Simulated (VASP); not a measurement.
## A VASP 6.6.1 single-point calculation on InAs

INCAR

```
LCHARG = .FALSE.
LASPH = .TRUE.
ISIF = 2
LWAVE = .FALSE.
NELM = 120
NSW = 0
LREAL = .FALSE.
NBANDS = 16
ISMEAR = 1
ENCUT = 520
PREC = Accurate
IBRION = -1
GGA = PE
EDIFF = 1E-7
SIGMA = 0.3
```

KPOINTS

```
KPOINTS created by Atomic Simulation Environment
0
Gamma
8 8 8
0 0 0
```

POSCAR

```
In As
 1.0000000000000000
     0.0000000000000000    2.9324068540999999    3.1807818630000000
     2.9324068540999999    0.0000000000000000    3.1807818630000000
     2.9324068540999999    2.9324068540999999    0.0000000000000000
 In  As
   1   1
Cartesian
  0.0000000000000000  0.0000000000000000  0.0000000000000000
  1.4662034270500000  1.4662034270500000  1.5903909315000000
```

The recommended PBE PAW datasets give the neutral cell 18 valence electrons.

Command

```
mpirun -np 1 vasp_std
```

**Question.** Predict the outcome of this run.

**Answer.** It converged. Results: gap between bands v and c on the k mesh 0.00 eV; least direct gap on the k mesh 0.00 eV; pressure 4.6 GPa. Band v is the last that the valence electrons fill when counted band by band, and c is the next.

OSZICAR

```
N       E                     dE             d eps       ncg     rms          rms(c)
DAV:   1     0.114138114080E+03    0.11414E+03   -0.83821E+03  1896   0.122E+03
DAV:   2    -0.435857989312E-01   -0.11418E+03   -0.10954E+03  2008   0.296E+02
DAV:   3    -0.770758460665E+01   -0.76640E+01   -0.76281E+01  2472   0.757E+01
DAV:   4    -0.790096441412E+01   -0.19338E+00   -0.19331E+00  2368   0.133E+01
DAV:   5    -0.790956967350E+01   -0.86053E-02   -0.86051E-02  2880   0.235E+00    0.461E+00
DAV:   6    -0.765131521389E+01    0.25825E+00   -0.38060E-01  2984   0.105E+01    0.256E+00
DAV:   7    -0.762486000708E+01    0.26455E-01   -0.11946E-01  2616   0.310E+00    0.729E-01
DAV:   8    -0.762579911371E+01   -0.93911E-03   -0.14016E-02  2392   0.134E+00    0.202E-01
DAV:   9    -0.762637977591E+01   -0.58066E-03   -0.10135E-03  2360   0.268E-01    0.119E-01
DAV:  10    -0.762653231468E+01   -0.15254E-03   -0.19839E-04  2536   0.207E-01    0.652E-02
DAV:  11    -0.762657735308E+01   -0.45038E-04   -0.10871E-04  2264   0.122E-01    0.412E-02
DAV:  12    -0.762657762101E+01   -0.26792E-06   -0.67152E-06  2328   0.322E-02    0.686E-03
DAV:  13    -0.762657788436E+01   -0.26335E-06   -0.20130E-06  2296   0.758E-03    0.245E-03
DAV:  14    -0.762657782762E+01    0.56736E-07   -0.10608E-07  2176   0.318E-03
   1 F= -.76265778E+01 E0= -.76269588E+01  d E =0.114294E-02
```

For comparison, a separate PBE run of the intended cell, on usual settings and not on those above, gives a gap of 0.00 eV on its mesh and a pressure of 4.6 GPa.
